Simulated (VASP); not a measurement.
Set up this calculation in VASP 6.6.1, as the native input.

| Quantity | Value |
| --- | --- |
| Task | single point |
| Functional | r2SCAN |
| Dispersion | rVV10 |
| Potentials or basis | VASP PAW PBE potentials, release 64 (C) |
| Cutoff | 520 eV |
| k mesh | 6 × 6 × 1 |
| Occupations | gaussian, width 0.05 eV |
| Spin | no spin polarisation |
| Dipole correction | yes |
| Further INCAR settings | ALGO = Normal; EDIFF = 1e-06; NBANDS = 36 |

The system is C, a slab with vacuum.

```xyz
12
Lattice="3.6900 2.1304 0.0000 -3.6900 2.1304 0.0000 0.0000 0.0000 21.3500" Properties=species:S:1:pos:R:3 pbc="T T T"
C     0.0000    0.0000   12.3500
C     0.0000    1.4203   12.3500
C     0.0000    0.0000    9.0000
C     1.2300    0.7101    9.0000
C    -1.2300    2.1304   12.3500
C    -1.2300    3.5507   12.3500
C    -1.2300    2.1304    9.0000
C     0.0000    2.8406    9.0000
C     1.2300    2.1304   12.3500
C     1.2300    3.5507   12.3500
C     1.2300    2.1304    9.0000
C     2.4600    2.8406    9.0000
```

The cell was built by a generator and needn't be a form met in nature.

The input as run:

POSCAR

```
C
1.0
    3.6900000000      2.1304224933      0.0000000000
   -3.6900000000      2.1304224933      0.0000000000
    0.0000000000      0.0000000000     21.3500000000
C
12
Direct
    0.0000000000      0.0000000000      0.5784543326
    0.3333333333      0.3333333333      0.5784543326
    0.0000000000      0.0000000000      0.4215456674
    0.3333333333      0.0000000000      0.4215456674
    0.3333333333      0.6666666667      0.5784543326
    0.6666666667      1.0000000000      0.5784543326
    0.3333333333      0.6666666667      0.4215456674
    0.6666666667      0.6666666667      0.4215456674
    0.6666666667      0.3333333333      0.5784543326
    1.0000000000      0.6666666667      0.5784543326
    0.6666666667      0.3333333333      0.4215456674
    1.0000000000      0.3333333333      0.4215456674
```

INCAR.step1

```
SYSTEM = C
PREC = Accurate ; ENCUT = 520
ISMEAR = 0 ; SIGMA = 0.05
LREAL = .FALSE. ; LASPH = .TRUE.
NELM = 100 ; LDIPOL = .TRUE.
IDIPOL = 3 ; DIPOL = 0.5 0.5 0.500
NBANDS = 36 ; GGA = PE
ALGO = Normal ; EDIFF = 1E-4
LWAVE = .TRUE. ; LCHARG = .FALSE.
```

INCAR.step2

```
SYSTEM = C
PREC = Accurate ; ENCUT = 520
EDIFF = 1E-6 ; ISMEAR = 0
SIGMA = 0.05 ; LREAL = .FALSE.
LASPH = .TRUE. ; NELM = 100
ALGO = Normal ; ISIF = 2
LWAVE = .FALSE. ; LCHARG = .FALSE.
LDIPOL = .TRUE. ; IDIPOL = 3
DIPOL = 0.5 0.5 0.500 ; METAGGA = R2SCAN
LMIXTAU = .TRUE. ; LUSE_VDW = .TRUE.
IVDW_NL = 2 ; BPARAM = 11.95
CPARAM = 0.0093 ; NBANDS = 36
ISTART = 1
```

KPOINTS

```
Automatic mesh
0
G
  6 6 1
  0 0 0
```

Potentials or basis: VASP PAW PBE potentials, release 64 (C).

Launch:

```console
$ cat potpaw_PBE.64/C/POTCAR > POTCAR
$ cp INCAR.step1 INCAR
$ mpirun -np 1 vasp_std > vasp.out
$ cp INCAR.step2 INCAR
$ mpirun -np 1 vasp_std > vasp.out
```

It gave:

```yaml
Largest_force: 0.017 eV/Å
Band_gap_on_the_k_mesh: none (metal or under the smearing width)
```

Caveat: the PAW data sets were made with another functional, which shifts forces and pressure a little.

Wall time 20 min on 1 thread of Intel(R) Xeon(R) Platinum 8488C (Sapphire Rapids), on a shared host, peak memory 1 GiB.
